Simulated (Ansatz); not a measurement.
**Cu: which structure wins at one pressure, part 1 of 3**

Aim: bring Cu in several structures (fcc, bcc, hcp, omega, diamond, simple hexagonal) to one pressure and rank them by enthalpy. The pressure is set by scaling the first phase. The runs shown use PAW.

Computed with Ansatz 0.2.0 (DFT, PBE, PAW with Ansatz's default frozen-core files, scalar-relativistic, unless a step's input says otherwise).

### 1 The starting structure

The structure is cubic, space group Fm-3m (No. 225). Conventional cell: a = 3.629 Å, b = 3.629 Å, c = 3.629 Å, α = 90.00°, β = 90.00°, γ = 90.00°. Cu (site symmetry m-3m) has 12 Cu at 2.57 Å as nearest neighbours.

Structure file:

```cif
data_structure
_symmetry_space_group_name_H-M 'P 1'
_symmetry_Int_Tables_number 1
_cell_length_a 2.5662
_cell_length_b 2.5662
_cell_length_c 2.5662
_cell_angle_alpha 60.000
_cell_angle_beta 60.000
_cell_angle_gamma 60.000
_cell_volume 11.95
loop_
_atom_site_label
_atom_site_type_symbol
_atom_site_fract_x
_atom_site_fract_y
_atom_site_fract_z
_atom_site_occupancy
Cu1 Cu 0.00000 0.00000 0.00000 1
```

### 2 Cell relaxed at zero pressure, PAW

File input.yaml:

```yaml
crystal:
  lattice:
    - [0.0, 1.8145933008, 1.8145933008]
    - [1.8145933008, 0.0, 1.8145933008]
    - [1.8145933008, 1.8145933008, 0.0]
  atoms:
    - { symbol: Cu, position: [0.0, 0.0, 0.0] }
kpoints:
  mp_grid: { grid: [19, 19, 19] }
scf:
  occupations: { method: fermi_dirac, width: 0.05 }
hamiltonian:
  xc: pbe
  pseudopotentials: { kind: paw }
output:
  forces: true
  stress: true
relax:
  f_tol: 0.005
  max_steps: 40
  cell: {}
```

Started as:

```sh
$ ansatz run input.yaml --threads 2 --pin off --max-ram 5120MiB --backend cpu --events-out ev --progress --plain --runs-dir out
```

What it wrote, cut to the lines that bear on the results:

```text
[...]
Pseudopotentials: kind: paw
Pseudopotential: Cu, paw, valence charge 19, recommended cutoff 420 eV (normal)
Functional definition: PBE
[...]
Crystal: 1 atoms, lattice volume = 11.950 Å³
Basis set: ecut = 420 eV, 259 PW (Γ), exchange–correlation on 36×36×36 points (8 copies of the dense FFT grid, shifted against one another)
Bands: 14, of which v1, the nominal top of the filled ones, is band 10 counted from 1 (9 counted from 0)
Symmetry: 48 space group operations
Space group: Fm-3m (ITA 225), of the structure as read, at distance tolerance 2.3e-5 Å
k-points: 220 of 6859
[...]
Entropy (-TS):   -0.003201 eV (-3.201 meV/atom)
Fermi energy:    16.572062 eV
[...]
--- Forces (eV/Å), atoms counted from 1 ---
  atom   1  Cu    -0.00000000     0.00000000     0.00000000
[...]
--- Stress (GPa, compression-positive) ---
       -0.031088       0.000000       0.000000
       -0.000000      -0.031088       0.000000
        0.000000       0.000000      -0.031088
  P = ⅓ Tr σ = -0.0311 GPa (-0.311 kbar)
--- Relaxed structure (1 steps of the walk, 1 accepted, 1 SCFs on fresh bases) ---
  F+E_penalty+E_count = -6625.17406325 eV   max|allowed force component| = 0.000e0 eV/Å   (the final SCF, on the basis selected at the relaxed cell)
  cell:  # Å, volume = 11.9500 Å³
    - [0.0, 1.8145933008, 1.8145933008]
    - [1.8145933008, 0.0, 1.8145933008]
    - [1.8145933008, 1.8145933008, 0.0]
  atoms:
    - { symbol: Cu, position: [0.0, 0.0, 0.0] }
```

Wall time 3.2 s (2 threads of Intel Xeon Platinum 8488C (Sapphire Rapids), shared host); peak memory 0.38 GiB.

Step by step:

```csv
step,energy from step 1 (eV/cell),largest force component (eV/Å),pressure (GPa),volume (Å³)
1,0.0000,0.0000,-0.03,11.95
2,0.0000,0.0000,-0.03,11.95
```

Step 1 is the start. Step 2 repeats the geometry before on a plane-wave basis chosen anew for that cell, so the energy can jump there without any move; the table keeps such jumps.

| input's cell | before | after | change |
| --- | --- | --- | --- |
| a (Å) | 2.566 | 2.566 | -0.0 % |
| b (Å) | 2.566 | 2.566 | -0.0 % |
| c (Å) | 2.566 | 2.566 | -0.0 % |
| volume (Å³/atom) | 11.95 | 11.95 | -0.0 % |

### 3 Volume scaled by 1.03, to set the pressure, PAW

File input.yaml:

```yaml
crystal:
  lattice:
    - [0.0, 1.8325607396, 1.8325607396]
    - [1.8325607396, 0.0, 1.8325607396]
    - [1.8325607396, 1.8325607396, 0.0]
  atoms:
    - { symbol: Cu, position: [0.0, 0.0, 0.0] }
kpoints:
  mp_grid: { grid: [18, 18, 18] }
scf:
  occupations: { method: fermi_dirac, width: 0.05 }
hamiltonian:
  xc: pbe
  pseudopotentials: { kind: paw }
output:
  forces: true
  stress: true
  eigenvalues: true
```

Started as:

```sh
$ ansatz run input.yaml --threads 2 --pin off --max-ram 5120MiB --backend cpu --events-out ev --progress --plain --runs-dir out
```

What it wrote, cut to the lines that bear on the results:

```text
[...]
[... 3 set-up lines as earlier in the session ...]
[...]
Crystal: 1 atoms, lattice volume = 12.308 Å³
Basis set: ecut = 420 eV, 259 PW (Γ), exchange–correlation on 36×36×36 points (8 copies of the dense FFT grid, shifted against one another)
Bands: 14, of which v1, the nominal top of the filled ones, is band 10 counted from 1 (9 counted from 0)
[...]
  atom   1  Cu    -0.00000000     0.00000000     0.00000000
[...]
--- Stress (GPa, compression-positive) ---
       -3.710926       0.000000      -0.000000
        0.000000      -3.710926       0.000000
        0.000000       0.000000      -3.710926
  P = ⅓ Tr σ = -3.7109 GPa (-37.109 kbar)
--- Band table (eV; the first three rows and the last of 195) ---
  k-point 0: bands = ["-96.5735", "-53.8952", "-53.8952", "-53.8952", "6.7987", "13.0225", "13.0225", "13.0225", "13.8039", "13.8039", "38.1679", "40.3566", "40.3566", "40.3566"]
[...]
```

It took 1.9 s on 2 threads of Intel Xeon Platinum 8488C (Sapphire Rapids), shared host; peak memory 0.36 GiB.

This run gives: pressure -3.71 GPa; no gap.

### 4 Fcc relaxed under pressure, PAW

input.yaml: that of step 3 with these lines changed.

```diff
@@ -18 +18,5 @@
   eigenvalues: true
+relax:
+  f_tol: 0.005
+  max_steps: 40
+  cell: { p_target: -3.7, stress_tol: 0.03 }
```

Started as:

```sh
$ ansatz run input.yaml --threads 2 --pin off --max-ram 5120MiB --backend cpu --events-out ev --progress --plain --runs-dir out
```

What it wrote:

```text
Engine: ansatz 0.2.0
[... 3 set-up lines as earlier in the session ...]
  parameter kappa = 0.804
  parameter beta = 0.06672455060314922
  exchange = pbe_x(kappa = kappa, mu = beta*pi^2/3)
  correlation = pbe_c(beta = beta)
Crystal: 1 atoms, lattice volume = 12.308 Å³
Basis set: ecut = 420 eV, 259 PW (Γ), exchange–correlation on 36×36×36 points (8 copies of the dense FFT grid, shifted against one another)
Bands: 14, of which v1, the nominal top of the filled ones, is band 10 counted from 1 (9 counted from 0)
[... 2 set-up lines as earlier in the session ...]
k-points: 195 of 5832
Non-local potential: Cu, projectors of the file, l = 0: 3, l = 1: 2, l = 2: 3, l = 3: 1
PAW form: soft (Blöchl's): semilocal exchange-correlation on the pseudo side does not see the compensation charge
PAW one-centre angular grid: Cu, 590 points (default); XC on 64 Gauss nodes
Initial density: superposition of atomic densities (neutral atoms: chi_scale 0, normalization atom), corrected by the library's trained network
Initial wavefunctions: pseudopotential atomic-orbital guess
Functional: x = pbe(κ = 0.804, μ = 0.2195149727645171), c = pbe(β = 0.06672455060314922)
SCF iter   1: F=—  HF=-6625.171611 eV  |F-HF|=—  |Δ(HF+E_count)|=         —  Δρ=9.21e-4  dr2=4.52e-5  ethr=1.77e-3  ⟨swp⟩=5.6  Hψ=13775  notcnv=0
preconditioner: auto → none  [metal: Δε(μ)=0.041 eV  Ē_g=16.567 eV  σ=0.050 eV  W_gap=0.20  n_scr=0 (ndim 8)  ℏωp=35.1 eV  f_vac=0.000  D(μ)=0.29/eV (n_scr^D=0)]
SCF iter   2: F=—  HF=-6625.171727 eV  |F-HF|=—  |Δ(HF+E_count)|=   1.16e-4  Δρ=3.73e-4  dr2=5.22e-6  ethr=2.38e-7  ⟨swp⟩=2.3  Hψ=6393  notcnv=0
SCF iter   3: F=—  HF=-6625.171740 eV  |F-HF|=—  |Δ(HF+E_count)|=   1.26e-5  Δρ=7.79e-5  dr2=1.43e-7  ethr=2.75e-8  ⟨swp⟩=2.2  Hψ=3552  notcnv=0
iter 4 did not close the SCF: its close was put off for the readings that it lacked (scf_convergence_deferred on its scf_iter line)
SCF iter   4: F=-6625.171741 eV  HF=-6625.171741 eV  |F-HF|=1.07e-7  |Δ(HF+E_count)|=   7.15e-7  Δρ=3.56e-5  dr2=8.11e-8  ethr=7.52e-10  ⟨swp⟩=2.0  Hψ=4401  notcnv=0
iter 5 did not close the SCF: its close was put off for the readings that it lacked (scf_convergence_deferred on its scf_iter line)
SCF iter   5: F=-6625.171741 eV  HF=-6625.171741 eV  |F-HF|=4.64e-11  |Δ(HF+E_count)|=   2.10e-8  Δρ=1.94e-6  dr2=9.20e-11  ethr=4.27e-10  ⟨swp⟩=2.0  Hψ=3630  notcnv=0
SCF iter   6: F=-6625.171741 eV  HF=-6625.171741 eV  |F-HF|=1.46e-11  |Δ(HF+E_count)|=  2.82e-10  Δρ=1.61e-7  dr2=1.30e-12  ethr=1.00e-12  ⟨swp⟩=2.0  Hψ=8584  notcnv=0
SCF 1 converged in 6 iterations: F = -6625.171741 eV  dr2 = 1.30e-12
relax step   1: F+E_penalty+E_count = -6625.17174068 eV  Δ(F+E_penalty+E_count) = +0.000e0 eV  max|allowed force component| = 0.000e0 eV/Å  Δτ_max = 0.0000 Å  P = -3.711 GPa  Ω = 12.308 Å³  (6 SCF iters, dr2 threshold 1.00e-7 eV, accepted)
Initial density: handed on by an earlier stage of this run
Initial wavefunctions: pseudopotential atomic-orbital guess (no wavefunctions were taken with the density)
iter 1 solved again at ethr=2.03e-10 eV; its pass at ethr=3.10e-3 eV (dr2=3.86e-8 eV) is discarded
SCF iter   1: F=—  HF=-6625.171741 eV  |F-HF|=—  |Δ(HF+E_count)|=         —  Δρ=2.06e-7  dr2=2.96e-12  ethr=2.03e-10  ⟨swp⟩=4.1  Hψ=23918  notcnv=0
preconditioner: auto → none  [metal: Δε(μ)=0.039 eV  Ē_g=16.564 eV  σ=0.050 eV  W_gap=0.19  n_scr=0 (ndim 8)  ℏωp=35.1 eV  f_vac=0.000  D(μ)=0.30/eV (n_scr^D=0)]
SCF iter   2: F=—  HF=-6625.171741 eV  |F-HF|=—  |Δ(HF+E_count)|=   5.98e-7  Δρ=1.36e-7  dr2=1.26e-12  ethr=1.00e-12  ⟨swp⟩=1.9  Hψ=3428  notcnv=0
iter 3 did not close the SCF: its close was put off for the readings that it lacked (scf_convergence_deferred on its scf_iter line)
SCF iter   3: F=-6625.171741 eV  HF=-6625.171741 eV  |F-HF|=1.82e-12  |Δ(HF+E_count)|=  1.82e-12  Δρ=1.77e-7  dr2=1.97e-12  ethr=1.00e-12  ⟨swp⟩=1.0  Hψ=2730  notcnv=0
iter 4 did not close the SCF: its close was put off for the readings that it lacked (scf_convergence_deferred on its scf_iter line)
SCF iter   4: F=-6625.171741 eV  HF=-6625.171741 eV  |F-HF|=1.82e-12  |Δ(HF+E_count)|=  1.82e-12  Δρ=5.88e-8  dr2=2.06e-13  ethr=1.00e-12  ⟨swp⟩=1.0  Hψ=2730  notcnv=0
iter 5 did not close the SCF: its close was put off for the readings that it lacked (scf_convergence_deferred on its scf_iter line)
SCF iter   5: F=-6625.171741 eV  HF=-6625.171741 eV  |F-HF|=0.00e0  |Δ(HF+E_count)|=    0.00e0  Δρ=3.14e-9  dr2=7.67e-16  ethr=1.00e-12  ⟨swp⟩=1.0  Hψ=2730  notcnv=0
iter 6 did not close the SCF: its close was put off for the readings that it lacked (scf_convergence_deferred on its scf_iter line)
SCF iter   6: F=-6625.171741 eV  HF=-6625.171741 eV  |F-HF|=0.00e0  |Δ(HF+E_count)|=    0.00e0  Δρ=3.45e-9  dr2=8.27e-16  ethr=1.00e-12  ⟨swp⟩=1.0  Hψ=2730  notcnv=0
SCF iter   7: F=-6625.171741 eV  HF=-6625.171741 eV  |F-HF|=0.00e0  |Δ(HF+E_count)|=    0.00e0  Δρ=9.62e-10  dr2=6.32e-17  ethr=1.00e-12  ⟨swp⟩=1.7  Hψ=6964  notcnv=0
SCF 2 converged in 7 iterations: F = -6625.171741 eV  dr2 = 6.32e-17
relax step   2: F+E_penalty+E_count = -6625.17174068 eV  Δ(F+E_penalty+E_count) = -1.091e-11 eV  max|allowed force component| = 0.000e0 eV/Å  Δτ_max = 0.0000 Å  P = -3.711 GPa  Ω = 12.308 Å³  stress off target by 1.09e-2 GPa  SCF on the basis re-selected at this cell (its energy is not comparable with the rows above)  (7 SCF iters)
basis re-selected at this cell: Δ(F+E_penalty+E_count) = -1.091e-11 eV, ΔP = +0.000 GPa vs the last step (what re-selecting the basis moved, of the pressure what is left beyond the Pulay correction that the steps carried, after the strain that the cell walked since its last selection, with what the two solves' SCF thresholds leave and, on support functions, any second-order correction that the steps lacked; it is no measure of the basis error at this ecutwfc). This SCF's stress stands 1.09e-2 GPa from its target on what of the cell is left free (relax.cell.stress_tol is 3.00e-2 GPa) and its largest allowed force component is 0.00e0 eV/Å (relax.f_tol is 5.00e-3 eV/Å): within both
SCF converged after 7 iterations
Free energy (F): -6625.171741 eV
Harris-Foulkes:  -6625.171741 eV  (|F-HF|=0.00e0)
Internal energy: -6625.169259 eV  (E = F + TS)
E sigma→0 (E₀):  -6625.170500 eV
Entropy (-TS):   -0.002482 eV (-2.482 meV/atom)
Fermi energy:    15.877337 eV
--- Per-component energies (eV) ---
  E_band       = -373.697658
  E_kinetic    = 299.460358
  E_local      = -4126.384583  (includes V_loc(G=0)·N_el)
  E_nonlocal   = 390.340488
  E_hartree    = 1815.433268
  E_xc         = -89.222331
  E_vxc        = -115.114666  (∫ρ·V_xc dr)
  E_paw        = -1663.422890  (= ΣΔE_a)
  E_vpaw       = -452.866066  (= ΣTr[D̂ρ^β])
  E_aug_tail   = 0.000276  (compensation charges beyond the density's cutoff)
  E_ewald      = -3251.373844
  E_smearing   = -0.002482  (= −TS)
  E_closure    = 0.000000  (closes the sum)
  Σ components = -6625.171741   (vs F -6625.171741, Δ=0.00e0)
--- Forces (eV/Å), atoms counted from 1 ---
  atom   1  Cu    -0.00000000     0.00000000     0.00000000
  max |Σ_I F_I| component: 1.52e-31 eV/Å
--- Stress (GPa, compression-positive) ---
       -3.710921       0.000000       0.000000
        0.000000      -3.710921      -0.000000
        0.000000      -0.000000      -3.710921
  P = ⅓ Tr σ = -3.7109 GPa (-37.109 kbar)
--- Band table (eV; the first three rows and the last of 195) ---
  k-point 0: bands = ["-96.5735", "-53.8952", "-53.8952", "-53.8952", "6.7987", "13.0225", "13.0225", "13.0225", "13.8039", "13.8039", "38.1679", "40.3566", "40.3566", "40.3566"]
  k-point 1: bands = ["-96.5732", "-53.8980", "-53.8956", "-53.8956", "6.9081", "12.9999", "13.0429", "13.0429", "13.7959", "13.7959", "37.4288", "39.1375", "39.9994", "39.9994"]
  k-point 2: bands = ["-96.5722", "-53.9059", "-53.8968", "-53.8968", "7.2328", "12.9384", "13.0959", "13.0959", "13.7797", "13.7797", "34.9103", "38.7156", "39.3420", "39.3420"]
  k-point 194: bands = ["-96.5586", "-53.9607", "-53.9517", "-53.9308", "11.9388", "12.3587", "12.7422", "13.7892", "14.4814", "21.1833", "22.6990", "23.7695", "24.5656", "41.8792"]
--- Relaxed structure (1 steps of the walk, 1 accepted, 1 SCFs on fresh bases) ---
  F+E_penalty+E_count = -6625.17174068 eV   max|allowed force component| = 0.000e0 eV/Å   (the final SCF, on the basis selected at the relaxed cell)
  cell:  # Å, volume = 12.3085 Å³
    - [0.0, 1.8325607396, 1.8325607396]
    - [1.8325607396, 0.0, 1.8325607396]
    - [1.8325607396, 1.8325607396, 0.0]
  atoms:
    - { symbol: Cu, position: [0.0, 0.0, 0.0] }
```

It took 2.3 s on 2 threads of Intel Xeon Platinum 8488C (Sapphire Rapids), shared host; peak memory 0.38 GiB.

The steps of the relaxation:

```csv
step,energy from step 1 (eV/cell),largest force component (eV/Å),pressure (GPa),volume (Å³)
1,0.0000,0.0000,-3.71,12.31
2,0.0000,0.0000,-3.71,12.31
```

Step 1 is the start. Step 2 repeats the geometry before on a plane-wave basis chosen anew for that cell, so the energy can jump there without any move; the table keeps such jumps.

| input's cell | before | after | change |
| --- | --- | --- | --- |
| a (Å) | 2.592 | 2.592 | -0.0 % |
| b (Å) | 2.592 | 2.592 | -0.0 % |
| c (Å) | 2.592 | 2.592 | -0.0 % |
| volume (Å³/atom) | 12.31 | 12.31 | -0.0 % |

Read from it: pressure -3.71 GPa; no gap.

(Continued in part 2 of 3.)
